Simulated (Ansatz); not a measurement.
**TiSi2: changing the functional**

```
Ti Si
1.0
    -1.47287    1.71213    4.21208
     1.47287   -1.71213    4.21208
     1.47287    1.71213   -4.21208
Ti Si
1 2
Direct
  0.00000 0.00000 0.00000
  0.67008 0.67008 0.00000
  0.32992 0.32992 0.00000
```

The cell comes from a database or a generator and needn't be the stable form of this composition.

Kept alike: task equation of state; k mesh 12 × 12 × 12; occupations fermi-dirac, width 0.05 eV; no spin polarisation. Program: Ansatz, Ansatz PAW. Cutoffs run from 420 to 500 eV. The mesh is that of the run's cell of 3 atoms. No spin-orbit coupling.

| run | volume (Å³/atom) | bulk modulus (GPa) |
| --- | --- | --- |
| A | 13.802 | 149.2 |
| B | 13.511 | 155.0 |
| C | 13.926 | 146.8 |

Volume and modulus come from cells scaled at fixed shape and fractions; off cubic symmetry such a modulus can lie above the relaxed one. All rows use potentials made for PBE.

Task: The runs differ in the functional (and the cutoff that goes with it) alone: LDA; PBEsol; r2SCAN. Which run is which?

Result: Run A is PBEsol; run B is LDA; run C is r2SCAN. The volume runs from 13.511 (LDA) to 13.926 Å³/atom (r2SCAN). The bulk modulus runs from 146.8 (r2SCAN) to 155.0 GPa (LDA).
